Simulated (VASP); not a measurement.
Here is a VASP 6.6.1 calculation.

Contents of INCAR:

```
SYSTEM = Os
PREC = Accurate
ENCUT = 600
EDIFF = 1E-7
ISMEAR = 0
SIGMA = 0.1
LREAL = .False.
LASPH = .True.
NELM = 80
ALGO = Normal
ISIF = 3
LWAVE = .False.
LCHARG = .False.
METAGGA = R2SCAN
LMIXTAU = .True.
IBRION = 2
NSW = 90
EDIFFG = -0.005
```

File KPOINTS:

```
regular mesh
0
Gamma
  18 18 10
  0 0 0
```

Contents of POSCAR:

```
Os
1.0
    2.7461342300      0.0000000000      0.0000000000
   -1.3730671200      2.3782220100      0.0000000000
    0.0000000000      0.0000000000      4.3263142200
Os
2
Direct
    0.3333333300      0.6666666700      0.2500000000
    0.6666666700      0.3333333300      0.7500000000
```

Potentials or basis: VASP PAW PBE potentials, release 64 (Os).

Launch:

```console
$ cat potpaw_PBE.64/Os/POTCAR > POTCAR
$ mpirun -np 1 vasp_std > vasp.out
```

Task: Predict the relaxed volume.

Result: 14.05 Å³/atom.

Task: Predict the space group after relaxing (to 0.05 Å).

Result: P6_3/mmc (No. 194).

The path:
| step | energy change (eV) | largest force (eV/Å) | pressure (GPa) | volume (Å³) |
| --- | --- | --- | --- | --- |
| 1 | 0.0000 | 0.0000 | -2.32 | 28.25 |
| 2 | 0.0217 | 0.0000 | 11.19 | 27.42 |
| 3 | -0.0013 | 0.0000 | 0.11 | 28.09 |
| 4 | -0.0012 | 0.0000 | -0.11 | 28.10 |
| 5 | -0.0014 | 0.0000 | 0.01 | 28.10 |

Caveat: the PAW data sets were made with another functional, which shifts forces and pressure a little. The run has no spin-orbit coupling, so splittings on Os are missing.
